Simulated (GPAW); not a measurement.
## How CaO (Lime) absorbs and reflects light

Aim: the dielectric function of CaO (Lime), and the optical constants that follow from it.

Program: GPAW 26.7.0. Level of theory: DFT, PBE, plane-wave PAW (GPAW data sets), scalar-relativistic, RPA, optical limit. Results are calculated unless marked as measured.

### Step 1. The starting structure

Symmetry: Fm-3m, No. 225, cubic system. Conventional cell: a = 4.813 Å, b = 4.813 Å, c = 4.813 Å, α = 90.00°, β = 90.00°, γ = 90.00°. Nearest to Ca lie 6 O at 2.41 Å. O has 6 Ca at 2.41 Å nearest. Farther neighbours and most contacts between anions are not listed.

Coordinates:

```
Ca O
1.0
     0.00000    2.40650    2.40650
     2.40650    0.00000    2.40650
     2.40650    2.40650    0.00000
Ca O
1 1
Direct
  0.00000 0.00000 0.00000
  0.50000 0.50000 0.50000
```

### Step 2. Dielectric function, RPA

Transitions between filled and empty bands, summed over the zone, give the optical response, so mesh, band count and broadening shape it.

The induced potential is part of this response.

df.py reads:

```python
from gpaw.response.df import DielectricFunction

df = DielectricFunction('full.gpw', frequencies={'type': 'nonlinear', 'domega0': 0.03, 'omega2': 8},
                        ecut=50,
                        eta=0.15,
                        nbands=24,
                        txt='df.txt')
for direction in ['x', 'z']:
    df.get_dielectric_function(xc='RPA', direction=direction, filename=f'df_{direction}.csv')
```

Run with:

```
> OMP_NUM_THREADS=1 python df.py
```

Numbers of over 12 decimals in the logs are rounded to 6 here.

The log of the run:

```text
Using integrator: PointIntegrator
NonLinearFrequencyDescriptor(from 0.000 to 71.584 eV, 508 points)
Nonperiodic BCs:  [False False False]
Using integrator: PointIntegrator
NonLinearFrequencyDescriptor(from 0.000 to 71.584 eV, 508 points)
Nonperiodic BCs:  [False False False]

Calculating chi0 body with:
    Ground state adapter containing:
    Number of spins: 1
    Number of kpoints: 1728
    Number of irreducible kpoints: 72
    Number of completely occupied states: 8
    Number of partially occupied states: 8

    Linear response parametrization:
    q_c: [0.0, 0.0, 0.0]
    Number of frequency points: 508
    Planewave cutoff: 50.0
    Number of bands: 24
    Number of planewaves: 15
    Broadening (eta): 0.15

Integrating chi0 body.

Symmetries of q_c:
    Direct symmetries (Uq -> q): 48
    Indirect symmetries (TUq -> q): 0
In total 48 allowed symmetries.

72 groups of equivalent kpoints. 95.833333% reduction.

Integral kind: spectral function

Calculating chi0 optical extensions with:
    Ground state adapter containing:
    Number of spins: 1
    Number of kpoints: 1728
    Number of irreducible kpoints: 72
    Number of completely occupied states: 8
    Number of partially occupied states: 8

    Linear response parametrization:
    Number of frequency points: 508
    Planewave cutoff: 50.0
    Number of bands: 24
    Number of planewaves: 15
    Broadening (eta): 0.15
Integrating chi0 head and wings.

Symmetries of q_c:
    Direct symmetries (Uq -> q): 48
    Indirect symmetries (TUq -> q): 0
In total 48 allowed symmetries.

72 groups of equivalent kpoints. 95.833333% reduction.

Integral kind: spectral function wings
```

Wall time 7 s (1 thread of Arm Neoverse V1, shared host); peak memory 0.2 GiB.

Numbers from this step:

- electronic dielectric constant ε∞, mean over x, y and z (by symmetry where fewer were run): 3.613
- main peak of Im epsilon, first axis: 9.456 eV

Values under the direct gap are tails of Lorentzian lines. Im ε, E ∥ x or z against photon energy; read off at these points:

| photon energy (eV) | Im ε, E ∥ x or z |
| --- | --- |
| 0.0 | 0 |
| 0.5 | 0.00641 |
| 1.0 | 0.0133 |
| 1.5 | 0.0215 |
| 2.0 | 0.0318 |
| 2.5 | 0.0465 |
| 3.0 | 0.0705 |
| 3.5 | 0.122 |
| 4.0 | 0.385 |
| 4.5 | 1.26 |
| 5.0 | 1.97 |
| 5.5 | 2.40 |
| 6.0 | 2.78 |
| 6.5 | 3.00 |
| 7.0 | 2.91 |
| 7.5 | 3.42 |
| 8.0 | 4.51 |
| 8.5 | 5.06 |
| 9.0 | 4.63 |
| 9.5 | 6.17 |
| 10.0 | 4.01 |
| 10.5 | 2.68 |
| 11.0 | 1.60 |
| 11.5 | 0.675 |
| 12.0 | 0.590 |
| 12.5 | 0.379 |
| 13.0 | 0.511 |
| 13.5 | 0.345 |

The Re ε, E ∥ x or z by photon energy:

photon energy (eV), Re ε, E ∥ x or z and a bar from the least value:
```
      0.0       3.61 #######################
      0.5       3.62 #######################
      1.0       3.66 #######################
      1.5       3.71 #######################
      2.0       3.80 ########################
      2.5       3.93 ########################
      3.0       4.12 #########################
      3.5       4.42 ##########################
      4.0       4.99 #############################
      4.5       5.24 ##############################
      5.0       5.27 ##############################
      5.5       4.79 ############################
      6.0       4.42 ##########################
      6.5       4.04 #########################
      7.0       3.88 ########################
      7.5       3.85 ########################
      8.0       3.97 ########################
      8.5       2.56 ##################
      9.0       2.11 ################
      9.5       0.30 ########
     10.0      -1.55 
     10.5      -1.43 #
     11.0      -1.33 #
     11.5      -0.66 ####
     12.0      -0.07 #######
     12.5       0.33 ########
     13.0       0.64 ##########
     13.5       0.86 ###########
```

The loss function −Im 1/ε at q → 0, E ∥ x or z has structure finer than the step of the table below, so its rows give means over 0.5 eV, whole bins alone (the curve runs from 0 to 14.0 eV). Peaks (eV: height): 12.34: 2.07.

Values under the direct gap are tails of Lorentzian lines. Table of loss function −Im 1/ε at q → 0, E ∥ x or z by energy loss; means over each step:

| energy loss (eV) | loss function −Im 1/ε at q → 0, E ∥ x or z |
| --- | --- |
| 0.5 | 4.9e-4 |
| 1.0 | 1.0e-3 |
| 1.5 | 0.00156 |
| 2.0 | 0.00221 |
| 2.5 | 0.00302 |
| 3.0 | 0.00419 |
| 3.5 | 0.00642 |
| 4.0 | 0.0165 |
| 4.5 | 0.0437 |
| 5.0 | 0.0647 |
| 5.5 | 0.0822 |
| 6.0 | 0.103 |
| 6.5 | 0.117 |
| 7.0 | 0.124 |
| 7.5 | 0.126 |
| 8.0 | 0.128 |
| 8.5 | 0.162 |
| 9.0 | 0.176 |
| 9.5 | 0.165 |
| 10.0 | 0.218 |
| 10.5 | 0.290 |
| 11.0 | 0.370 |
| 11.5 | 0.819 |
| 12.0 | 1.68 |
| 12.5 | 1.51 |
| 13.0 | 0.776 |
| 13.5 | 0.431 |

The refractive index n and extinction k by photon energy:

| photon energy (eV) | n | k |
| --- | --- | --- |
| 0.0 | 1.90 | 0 |
| 0.5 | 1.90 | 0.00168 |
| 1.0 | 1.91 | 0.00349 |
| 1.5 | 1.93 | 0.00557 |
| 2.0 | 1.95 | 0.00816 |
| 2.5 | 1.98 | 0.0117 |
| 3.0 | 2.03 | 0.0174 |
| 3.5 | 2.10 | 0.0291 |
| 4.0 | 2.24 | 0.0862 |
| 4.5 | 2.31 | 0.274 |
| 5.0 | 2.33 | 0.423 |
| 5.5 | 2.25 | 0.534 |
| 6.0 | 2.20 | 0.633 |
| 6.5 | 2.13 | 0.704 |
| 7.0 | 2.09 | 0.697 |
| 7.5 | 2.12 | 0.807 |
| 8.0 | 2.23 | 1.01 |
| 8.5 | 2.03 | 1.25 |
| 9.0 | 1.90 | 1.22 |
| 9.5 | 1.80 | 1.71 |
| 10.0 | 1.17 | 1.71 |
| 10.5 | 0.896 | 1.50 |
| 11.0 | 0.612 | 1.31 |
| 11.5 | 0.377 | 0.895 |
| 12.0 | 0.512 | 0.576 |
| 12.5 | 0.642 | 0.295 |
| 13.0 | 0.852 | 0.300 |
| 13.5 | 0.944 | 0.183 |

The reflectivity at normal incidence, E ∥ x or z by photon energy; read off at these points:

photon energy (eV), reflectivity at normal incidence, E ∥ x or z (%) and a bar:
```
     0.00        9.6 ######
     0.50        9.7 ######
     1.00        9.8 ######
     1.50       10.0 ######
     2.00       10.4 ######
     2.50       10.9 ######
     3.00       11.6 #######
     3.50       12.6 ########
     4.00       14.6 #########
     4.50       16.2 ##########
     5.00       17.4 ###########
     5.50       17.1 ##########
     6.00       17.2 ##########
     6.50       17.2 ##########
     7.00       16.7 ##########
     7.50       18.4 ###########
     8.00       22.2 ##############
     8.50       24.4 ###############
     9.00       23.2 ##############
     9.50       33.2 #####################
    10.00       38.6 ########################
    10.50       38.5 ########################
    11.00       43.2 ###########################
    11.33       47.7 ##############################
    11.50       44.1 ############################
    12.00       21.7 #############
    12.50        7.7 ####
    13.00        3.2 #
    13.50        1.0
```

At chosen wavelengths:

| wavelength (nm) | n | k | R (%) | 1/α |
| --- | --- | --- | --- | --- |
| 1064 | 1.92 | 0.004 | 9.9 | 20 µm |
| 800 | 1.93 | 0.006 | 10.1 | 11 µm |
| 633 | 1.95 | 0.008 | 10.3 | 6.4 µm |
| 532 | 1.97 | 0.010 | 10.7 | 4.1 µm |
| 450 | 2.00 | 0.014 | 11.2 | 2.5 µm |
| 405 | 2.04 | 0.018 | 11.7 | 1.8 µm |
| 365 | 2.08 | 0.026 | 12.4 | 1.1 µm |

Below the direct gap, k and the depth come from the tails of the Lorentzian lines, not from transitions.

Rows near the edge hang on the gap, which this functional as a rule makes too small, and phonon-assisted absorption is left out.

### Step 3. Outcome

| Quantity | Value |
| --- | --- |
| electronic dielectric constant ε∞, mean over x, y and z (by symmetry where fewer were run) (RPA) | 3.61 |
| main peak of Im epsilon, first axis | 9.46 eV |

What this shows: At this level (PBE, RPA) CaO has ε∞ = 3.61 and n = 1.91 at 1550 nm, and Im ε peaks at 9.5 eV. Local fields change the static value along x from 3.83 to 3.61 (-6 %). Distinct maxima of Im ε, read by a parabola through the highest points, lie at 8.53 eV (5.1) and 9.46 eV (6.2). Excitons and phonon-assisted transitions are missing; PBE gaps are as a rule too small, which pulls the onset down and ε∞ up. The sum runs over mesh points, so small or evenly spaced maxima can still be ripples of the mesh. In this version of GPAW the matrix elements of the optical limit are incomplete, which can lower ε − 1 by up to a tenth where first-row anions or d states rule, and shift it by more in d metals.

[Machine, clock and banner lines and Python warnings are left out of the logs.]

[Logs are printed without paths, hosts, clocks, repeated set-up lines and the standing remarks that a program may print on its own settings, such as how far it seeks lower states.]

[Hosts, paths, dates, database ids (printed as entryN), source tags and the programs' standing remarks are cut or masked in the printed files.]
